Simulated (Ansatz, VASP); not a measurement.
Given: the input of a run of VASP 6.6.1 on CdS (Greenockite). 

The input INCAR:

```
SYSTEM = CdS
  PREC = Accurate
  ENCUT = 520
  EDIFF = 1E-6
  ISMEAR = 0
  SIGMA = 0.02
  LREAL = .False.
  LASPH = .True.
  NELM = 80
  ALGO = Fast
  ISIF = 2
  LWAVE = .False.
  LCHARG = .False.
  GGA = PE
```

File KPOINTS:

```
Automatic mesh
0
Gamma
  7 7 4
  0 0 0
```

POSCAR

```
CdS
1.0
    4.1500000000      0.0000000000      0.0000000000
   -2.0750000000      3.5940054257      0.0000000000
    0.0000000000      0.0000000000      6.7370000000
Cd S
2 2
Direct
    0.6666666667      0.3333333333      0.5000000000
    0.3333333333      0.6666666667      0.0000000000
    0.6666666667      0.3333333333      0.8750000000
    0.3333333333      0.6666666667      0.3750000000
```

Potentials or basis: VASP PAW PBE potentials, release 64 (Cd, S).

The run is started by

```console
$ cat potpaw_PBE.64/Cd/POTCAR potpaw_PBE.64/S/POTCAR > POTCAR
$ mpirun -np 1 vasp_std > vasp.out
```

**Question.** Set up the same calculation for Ansatz 0.2.0. Potentials or basis there: Ansatz PAW, cutoff 420 eV.

**Answer.** As run (cutoffs and basis follow the program's own potentials, and thresholds, step limits or extra output files can differ):

File input.yaml:

```yaml
crystal:
  lattice:
    - [4.15, 0.0, 0.0]
    - [-2.075, 3.5940054257, 0.0]
    - [0.0, 0.0, 6.737]
  atoms:
    - { symbol: Cd, position: [0.6666666667, 0.3333333333, 0.5] }
    - { symbol: Cd, position: [0.3333333333, 0.6666666667, 0.0] }
    - { symbol: S, position: [0.6666666667, 0.3333333333, 0.875] }
    - { symbol: S, position: [0.3333333333, 0.6666666667, 0.375] }
hamiltonian:
  xc: pbe
  pseudopotentials: { kind: paw }
kpoints:
  mp_grid: { grid: [7, 7, 4] }
scf:
  occupations: { method: gaussian, width: 0.02 }
output:
  forces: true
  stress: true
  eigenvalues: true
```

Potentials or basis: Ansatz PAW.

Run with:

```console
$ ansatz run input.yaml --threads 2 --pin off --max-ram 5632MiB --backend cpu --events-out ev --progress --plain --runs-dir out
```

Both were run:

|  | VASP | Ansatz |
| --- | --- | --- |
| Pressure | 2.4 GPa | 2.1 GPa |
| Largest force | 0.069 eV/Å | 0.068 eV/Å |

Ansatz's pressure holds a Pulay term of +0.04 GPa for its cutoff of 420 eV, which the other run lacks.

The potentials hold 36 and 52 valence electrons a cell.

Where Ansatz's input types no cutoff or centring, it takes its own default and a Γ-centred mesh.

Pressure is positive in compression.
